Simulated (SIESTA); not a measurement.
Runs of SIESTA 5.4.2 on Hg. The cell holds a slab with vacuum, 5 atoms: a = 3.462 Å, b = 3.462 Å, c = 25.975 Å, α = 90.00°, β = 90.00°, γ = 120.00°. 

```tsv
level	gap on the mesh (eV)	largest force (eV/Å)
VV10	0.42	(c)
vdW-DF-cx	0.51	(a)
vdW-DF	0.60	0.16
PBE	0.43	0.14
vdW-DF2	0.64	(b)
optB88-vdW	0.59	0.08
vdW-DF-C09	0.50	0.29
```

Alike in all rows: task single point; potentials or basis PseudoDojo 0.4 standard (PBE files), DZP (energy shift 0.003 Ry; two zetas on semicore shells); no spin polarisation; cell as given; k mesh 9 × 9 × 1; smearing fermi-dirac 0.05 eV; grid cutoff 800 Ry; energy shift 0.003 Ry.

Question: Estimate the missing entries.

Answer: (a) 0.25; (b) 0.31; (c) 0.12.

Caveats: the valence orbitals were made in a potential fitted to the semicore shell under them, which widens gaps by tenths of an eV or more; spin-orbit coupling is left out, which moves the levels of the heavy elements; the basis of atomic orbitals isn't converged, which shifts pressures, moduli and gaps; the potentials were made for another functional, which shifts forces and pressure (some runs); the non-local part is tabulated coarsely and may be off by about a percent (some runs).

A k mesh can miss the band edges, and the runs leave out spin-orbit coupling on Hg.
